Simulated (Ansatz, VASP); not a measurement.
## BaTe: VASP beside Ansatz

```
Ba Te
1.0
     0.00000    3.41000    3.41000
     3.41000    0.00000    3.41000
     3.41000    3.41000    0.00000
Ba Te
1 1
Direct
  0.00000 0.00000 0.00000
  0.50000 0.50000 0.50000
```

Alike in both runs: task single point; functional PBE; k mesh 3 × 3 × 3; no spin polarisation.

|  | VASP | Ansatz |
| --- | --- | --- |
| version | VASP 6.6.1 | Ansatz 0.2.0 |
| potentials or method | VASP PAW PBE potentials, release 64 (Ba_sv, Te) | plane waves, PAW |
| plane-wave cutoff (eV) | 520 | 420 |
| occupations | gaussian, width 0.01 eV | fixed |
| valence electrons in the cell | 16 | 26 |

|  | VASP | Ansatz | Ansatz less VASP |
| --- | --- | --- | --- |
| gap on the k mesh at the Fermi level (eV) | 1.57 | 1.67 | +0.101 |

The two sets of potentials don't hold the same shells in valence.

Caveats: the k mesh is coarse (spacing up to 0.53 Å⁻¹), so the values aren't converged; spin-orbit coupling is left out, which moves the levels of the heavy elements; an odd mesh through Γ misses points on the zone boundary, where band edges often lie. Expect the measured gap to be larger: semilocal functionals such as PBE lack the derivative discontinuity.
